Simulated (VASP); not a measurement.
# NaCl (P4/mmm) in VASP: notebook, part 2 of 2

VASP 6.6.1.

## 3. Single point, r2SCAN

This run uses another cell than the first one, of the same volume but with other edges.

POSCAR

```
NaCl
1.0
    3.6971470831      0.0000000000      0.0000000000
    0.0000000000      3.6971470831      0.0000000000
    0.0000000000      0.0000000000      3.1425750206
Na Cl
1 1
Direct
    0.0000000000      0.0000000000      0.0000000000
    0.5000000000      0.5000000000      0.5000000000
```

INCAR.step1

```
SYSTEM = NaCl
PREC = Accurate
ENCUT = 520
ISMEAR = 0
SIGMA = 0.05
LREAL = .False.
LASPH = .True.
NELM = 100
NBANDS = 14
GGA = PE
ALGO = Normal
EDIFF = 1E-4
LWAVE = .True.
LCHARG = .False.
```

INCAR.step2

```
SYSTEM = NaCl
PREC = Accurate
ENCUT = 520
EDIFF = 1E-7
ISMEAR = 0
SIGMA = 0.05
LREAL = .False.
LASPH = .True.
NELM = 100
ALGO = Normal
ISIF = 2
LWAVE = .False.
LCHARG = .False.
METAGGA = R2SCAN
LMIXTAU = .True.
NBANDS = 14
ISTART = 1
```

KPOINTS

```
regular mesh
0
Gamma
  8 8 8
  0 0 0
```

Potentials or basis: VASP PAW PBE potentials, release 64 (Na_pv, Cl).

On the command line:

```
> cat potpaw_PBE.64/Na_pv/POTCAR potpaw_PBE.64/Cl/POTCAR > POTCAR
> cp INCAR.step1 INCAR
> mpirun -np 1 vasp_std > vasp.out
> cp INCAR.step2 INCAR
> mpirun -np 1 vasp_std > vasp.out
```

OUTCAR:

```text
SYSTEM = NaCl
   PREC = Accurate
   ENCUT = 520
   EDIFF = 1E-7
   ISMEAR = 0
   LREAL = .False.
   LASPH = .True.
   NELM = 100
   ISIF = 2
   METAGGA = R2SCAN
   ISTART = 1

 ion  position               nearest neighbor table
   1  0.000  0.000  0.000-
   2  0.500  0.500  0.500-

  LATTYP: Found a simple tetragonal cell.
 ALAT       =     3.6971470831
 C/A-ratio  =     0.8500000000

  Lattice vectors:

 A1 = (   3.6971470831,   0.0000000000,   0.0000000000)
 A2 = (   0.0000000000,   3.6971470831,   0.0000000000)
 A3 = (   0.0000000000,   0.0000000000,   3.1425750206)

Analysis of symmetry for initial positions (statically):
=====================================================================
 Subroutine PRICEL returns:
 Original cell was already a primitive cell.

 Routine SETGRP: Setting up the symmetry group for a
 simple tetragonal supercell.

 Subroutine GETGRP returns: Found 16 space group operations
 (whereof 16 operations were pure point group operations)
 out of a pool of 16 trial point group operations.

The static configuration has the point symmetry D_4h.

Analysis of symmetry for dynamics (positions and initial velocities):
=====================================================================
 Subroutine PRICEL returns:
 Original cell was already a primitive cell.

 Routine SETGRP: Setting up the symmetry group for a
 simple tetragonal supercell.

 Subroutine GETGRP returns: Found 16 space group operations
 (whereof 16 operations were pure point group operations)
 out of a pool of 16 trial point group operations.

The dynamic configuration has the point symmetry D_4h.

 Subroutine INISYM returns: Found 16 space group operations
 (whereof 16 operations are pure point group operations),
 and found     1 'primitive' translations

----------------------------------------------------------------------------------------

                                     Primitive cell

  volume of cell :      42.9555

  direct lattice vectors                    reciprocal lattice vectors
     3.697147083  0.000000000  0.000000000     0.270478825  0.000000000  0.000000000
     0.000000000  3.697147083  0.000000000     0.000000000  0.270478825  0.000000000
     0.000000000  0.000000000  3.142575021     0.000000000  0.000000000  0.318210383

  length of vectors
     3.697147083  3.697147083  3.142575021     0.270478825  0.270478825  0.318210383

  position of ions in fractional coordinates (direct lattice)
     0.000000000  0.000000000  0.000000000
     0.500000000  0.500000000  0.500000000

  ion indices of the primitive-cell ions
   primitive index   ion index
                 1           1
                 2           2

----------------------------------------------------------------------------------------

 KPOINTS: regular mesh

Automatic generation of k-mesh.
 Grid dimensions read from file:
 generate k-points for:    8    8    8

 Generating k-lattice:

  Cartesian coordinates                     Fractional coordinates (reciprocal lattice)
[... 40 lines left out ...]
  0.500000  0.125000  0.125000      8.000000
 [... further k-points ...]
   k-points           NKPTS =     75   k-points in BZ     NKDIM =     75   number of bands    NBANDS=     14
   number of dos      NEDOS =    301   number of ions     NIONS =      2
   total plane-waves  NPLWV =  18816
   dimension x,y,z NGX =    28 NGY =   28 NGZ =   24
   dimension x,y,z NGXF=    56 NGYF=   56 NGZF=   48
   ions per type =               1   1
   NGX,Y,Z   is equivalent  to a cutoff of  12.59, 12.59, 12.70 a.u.
   NGXF,Y,Z  is equivalent  to a cutoff of  25.18, 25.18, 25.39 a.u.
 SYSTEM =  NaCl
   PREC   = accura    normal or accurate (medium, high low for compatibility)
   ISTART =      1    job   : 0-new  1-cont  2-samecut
   ICHARG =      0    charge: 1-file 2-atom 10-const
   ISPIN  =      1    spin polarized calculation?
   LNONCOLLINEAR =      F non collinear calculations
   LSORBIT =      F    spin-orbit coupling
   LASPH  =      T    aspherical Exc in radial PAW
   ENCUT  =  520.0 eV  38.22 Ry    6.18 a.u.   6.87  6.87  5.84*2*pi/ulx,y,z
   NELM   =    100;   NELMIN=  2; NELMDL=  0     # of ELM steps
   EDIFF  = 0.1E-06   stopping-criterion for ELM
   LREAL  =      F    real-space projection
   EDIFFG = 0.1E-05   stopping-criterion for IOM
   NSW    =      0    number of steps for IOM
   IBRION =     -1    ionic relax: 0-MD 1-quasi-New 2-CG
   NFREE  =      0    steps in history (QN), initial steepest desc. (CG)
   ISIF   =      2    stress and relaxation
   ISYM   =      2    0-nonsym 1-usesym 2-fastsym
   POTIM  = 0.5000    time-step for ionic-motion
   TEBEG  =    0.0;   TEEND  =   0.0 temperature during run
   PSTRESS=    0.0 pullay stress
   NELECT =      14.0000    total number of electrons
   NUPDOWN=      -1.0000    fix difference up-down
   EMIN   =  10.00;   EMAX   =-10.00  energy-range for DOS
   EFERMI =   0.00;   METHOD = LEGACY
   ISMEAR =     0;   SIGMA  =   0.05  broadening in eV -4-tet -1-fermi 0-gaus
   EFERMI_NEDOS =   21; number of points for ismear=-14 and -15
   IALGO  =     38    algorithm
   IMIX   =      4    mixing-type and parameters
     AMIX     =   0.40;   BMIX     =  1.00
     AMIX_MAG =   1.60;   BMIX_MAG =  1.00
  volume/ion in A,a.u.               =      21.48       144.94
  Fermi-wavevector in a.u.,A,eV,Ry     =   1.126621  2.129005 17.269530  1.269275
  Thomas-Fermi vector in A             =   2.263304
   LORBIT       =      0    0 simple, 1 ext, 2 COOP (PROOUT), +10 PAW based schemes
   METAGGA = R2SCAN    functional components
   LHFCALC =     F    Hartree Fock is set to
   AEXX    =    0.0000 exact exchange contribution
   IVDW    =     0    specifies the selected vdW correction
   LEPSILON=     F    determine dielectric tensor
   LRPA    =     F    only Hartree local field effects (RPA)
 non-spin polarized calculation
 Gauss-broadening in eV      SIGMA  =   0.05
  energy-cutoff  :      520.00
  volume of cell :       42.96
 maximum number of plane-waves:      1180
 NGX is ok and might be reduce to    28

 number of electron      14.0000000 magnetization

 Free energy of the ion-electron system (eV)
  ---------------------------------------------------
  ext. energy  EPLUGINS =         0.00000000
  ---------------------------------------------------
  free energy    TOTEN  =       -13.25518303 eV

  energy without entropy =      -13.25518303  energy(sigma->0) =      -13.25518303

 E-fermi :   1.2031     XC(G=0):  -8.8933

 val. band max:        0.9950695802   @ k =   0.5000   0.5000   0.0000
 cond. band min:       4.5841831046   @ k =   0.0000   0.0000   0.0000
 fundamental gap:      3.5891135245
 Fermi energy:         1.2030741137

 k-point     1 :       0.0000    0.0000    0.0000
  band No.  band energies     occupation
      1     -22.9294      2.00000
      2     -22.9051      2.00000
      3     -22.9051      2.00000
      4     -13.8792      2.00000
      5      -0.8365      2.00000
      6      -0.8365      2.00000
      7       0.7191      2.00000
      8       4.5842      0.00000
      9       8.4951      0.00000
     10      10.5198      0.00000
     11      15.1363      0.00000
     12      15.8702      0.00000
     13      15.8702      0.00000
     14      17.9399      0.00000
[... 377 lines left out ...]
      1     -22.9408      2.00000
      2     -22.9260      2.00000
      3     -22.9043      2.00000
      4     -13.5116      2.00000
      5      -2.6745      2.00000
      6      -0.8761      2.00000
      7       0.2515      2.00000
      8       8.3091      0.00000
      9       8.4557      0.00000
     10      11.0541      0.00000
     11      12.8452      0.00000
     12      13.4090      0.00000
     13      15.7079      0.00000
     14      16.8525      0.00000

 [... further k-points ...]

------------------------ aborting loop because EDIFF is reached ----------------------------------------

  FORCE on cell =-STRESS in cart. coord.  units (eV):
  Direction    XX          YY          ZZ          XY          YZ          ZX
  --------------------------------------------------------------------------------------
  -------------------------------------------------------------------------------------
  Total       -1.4412847     -1.4412847      2.4919319      0.0000000      0.0000000      0.0000000
  in kB      -53.7577714    -53.7577714     92.9453429      0.0000000      0.0000000      0.0000000
  external PRESSURE =      -4.8567333 kB  Pullay stress =       0.0000000 kB

 VOLUME and BASIS-vectors are now :
 -----------------------------------------------------------------------------
  energy-cutoff  :      520.00
  volume of cell :       42.96
      direct lattice vectors                 reciprocal lattice vectors
     3.697147083  0.000000000  0.000000000     0.270478825  0.000000000  0.000000000
     0.000000000  3.697147083  0.000000000     0.000000000  0.270478825  0.000000000
     0.000000000  0.000000000  3.142575021     0.000000000  0.000000000  0.318210383

 POSITION                                       TOTAL-FORCE (eV/Angst)
 -----------------------------------------------------------------------------------
      0.00000      0.00000      0.00000         0.000000      0.000000      0.000000
      1.84857      1.84857      1.57129         0.000000      0.000000      0.000000
 -----------------------------------------------------------------------------------
    total drift:                               -0.000000      0.000000      0.000000

  FREE ENERGIE OF THE ION-ELECTRON SYSTEM (eV)
  ---------------------------------------------------
  free  energy   TOTEN  =       -13.2551830324 eV

  energy  without entropy=      -13.2551830323  energy(sigma->0) =      -13.25518303
```

OUTCAR.step1:

```text
SYSTEM = NaCl
   PREC = Accurate
   ENCUT = 520
   ISMEAR = 0
   LREAL = .False.
   LASPH = .True.
[... 632 lines left out ...]
      0.00000      0.00000      0.00000         0.000000      0.000000      0.000000
      1.84857      1.84857      1.57129         0.000000      0.000000      0.000000
 -----------------------------------------------------------------------------------
    total drift:                               -0.000000      0.000000      0.000000

  FREE ENERGIE OF THE ION-ELECTRON SYSTEM (eV)
  ---------------------------------------------------
  free  energy   TOTEN  =        -6.2773905226 eV

  energy  without entropy=       -6.2773905226  energy(sigma->0) =       -6.27739052
```

OSZICAR.step1:

```text
N       E                     dE             d eps       ncg     rms          rms(c)
DAV:   1     0.102201033755E+03    0.10220E+03   -0.69974E+03  2106   0.100E+03
DAV:   2     0.177689044695E+01   -0.10042E+03   -0.91492E+02  2288   0.275E+02
DAV:   3    -0.643829835160E+01   -0.82152E+01   -0.81597E+01  2730   0.727E+01
DAV:   4    -0.656704925082E+01   -0.12875E+00   -0.12870E+00  2406   0.971E+00
DAV:   5    -0.656979043546E+01   -0.27412E-02   -0.27410E-02  2788   0.145E+00    0.246E+00
DAV:   6    -0.631526920842E+01    0.25452E+00   -0.34108E-01  2712   0.353E+00    0.173E+00
DAV:   7    -0.627856965278E+01    0.36700E-01   -0.10313E-01  2896   0.189E+00    0.117E+00
DAV:   8    -0.627755628624E+01    0.10134E-02   -0.12597E-02  2208   0.981E-01    0.417E-01
DAV:   9    -0.627731032219E+01    0.24596E-03   -0.54627E-04  2730   0.169E-01    0.197E-01
DAV:  10    -0.627739052260E+01   -0.80200E-04   -0.26811E-04  2268   0.122E-01
   1 F= -.62773905E+01 E0= -.62773905E+01  d E =-.245128E-13
```

Wall time 1.7 min (1 thread of Intel Xeon Platinum 8488C (Sapphire Rapids), shared host); peak memory 0.17 GiB.

What came out:

* Free energy: -13.2552 eV
* Pressure: -0.5 GPa
* Band gap on the k mesh: 3.59 eV, indirect (least direct gap 3.87 eV)

Stress tensor (GPa, compression positive):
```
-5.38  0.00  0.00
 0.00 -5.38  0.00
 0.00  0.00  9.29
```

Levels at points of the mesh, in eV from the valence-band top:
```csv
k point,band 5,band 6,band 7,band 8,band 9,band 10
"(0.00, 0.00, 0.00)",-1.83,-1.83,-0.28,3.59,7.50,9.52
"(0.50, 0.00, 0.00)",-3.87,-1.65,-0.15,6.60,7.95,10.49
"(0.50, 0.50, 0.00)",-3.31,-3.31,0.00,4.73,10.98,11.00
"(0.00, 0.00, 0.50)",-3.92,-1.30,-1.30,6.50,9.04,10.34
"(0.50, 0.00, 0.50)",-3.46,-2.81,-1.09,5.64,9.32,10.21
"(0.50, 0.50, 0.50)",-3.18,-2.53,-2.53,6.89,6.89,6.89
```

Caveat: the PAW data sets were made with another functional, which shifts forces and pressure a little. A k mesh can miss the band edges.
